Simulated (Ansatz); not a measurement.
**Cd: strain energy, fitted**

Cd, P6_3/mmc, a = 3.015 Å, c = 5.828 Å. Ansatz: PBE, PAW, 420 eV, Γ-centred 21×21×10 mesh on 2 atoms, Gaussian smearing 0.10 eV; no spin polarisation. Series: biaxial strain in the a-b plane, c and atoms relaxed; x is the strain in per cent. y is the free energy over the unstrained cell, V0 = 22.936 Å³/atom.

| x (%) | y (meV/atom) |
| --- | --- |
| -6.0 | ? |
| -4.0 | 33.20 |
| -2.0 | 8.15 |
| 0.0 | 0.00 |
| 2.0 | 4.32 |
| 4.0 | 8.74 |
| 6.0 | 14.75 |

Fit y = c2 x² + c3 x³ to the other rows, turn c2 into a modulus, and predict the missing energy.

Least squares on the rows shown. y = 1.3876 x² − 0.16735 x³. In eV per unit strain² c2 is 13.88; M is the biaxial modulus (E = M V0 ε²): 13.88 × 160.2 / (22.936) = 97 GPa. With a term in x⁴ added, the coefficient of x² becomes 1.195, 14 % less, which shows how far this figure hangs on the form. At x = -6.0 the fit asked for gives 86.10 meV/atom. The run gave 77.10 meV/atom, so the fit is 9.00 meV/atom too high, 12 % of the span of the series, against an rms of 1.42 meV/atom on the fitted rows. The row lies outside the fitted range. With a term in x⁴ added, a fit to the same known rows predicts 95.49 meV/atom, further off still.